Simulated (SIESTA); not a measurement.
The system is GaN.

```xyz
8
Lattice="3.2115 0.0000 0.0000 -1.6058 2.7813 0.0000 0.0000 0.0000 10.3568" Properties=species:S:1:pos:R:3 pbc="T T T"
Ga    0.0000    0.0000    8.1391
Ga    1.6058    0.9271    0.3868
Ga    0.0000    1.8542    5.5652
Ga    0.0000    0.0000    2.9607
N     0.0000    0.0000    0.9636
N     1.6058    0.9271    3.5601
N     0.0000    0.0000    6.1420
N     0.0000    1.8542    8.7385
```

The cell is a database's computed one.

Base run:

* Program: SIESTA 5.4.2
* Functional: PBE
* Potentials or basis: PseudoDojo 0.4 standard (PBE files)
* Basis: DZP (energy shift 0.003 Ry; two zetas on semicore shells)
* Grid cutoff: 800 Ry
* Energy shift: 0.003 Ry
* k mesh: 10 × 10 × 3
* Occupations: fermi-dirac, width 0.05 eV
* Spin: no spin polarisation

Its results: band gap on the k mesh 0.84 eV, direct; pressure 2.2 GPa; largest force 0.523 eV/Å.

The run is repeated on the same cell with these changes: functional from PBE to PBEsol; potentials or basis from PseudoDojo 0.4 standard (PBE files) to PseudoDojo 0.4 standard (PBEsol files). What comes out?

Band gap on the k mesh 0.82 eV, direct; pressure -3.6 GPa; largest force 0.443 eV/Å.

Caveats: the basis of atomic orbitals isn't converged, which shifts pressures, moduli and gaps.
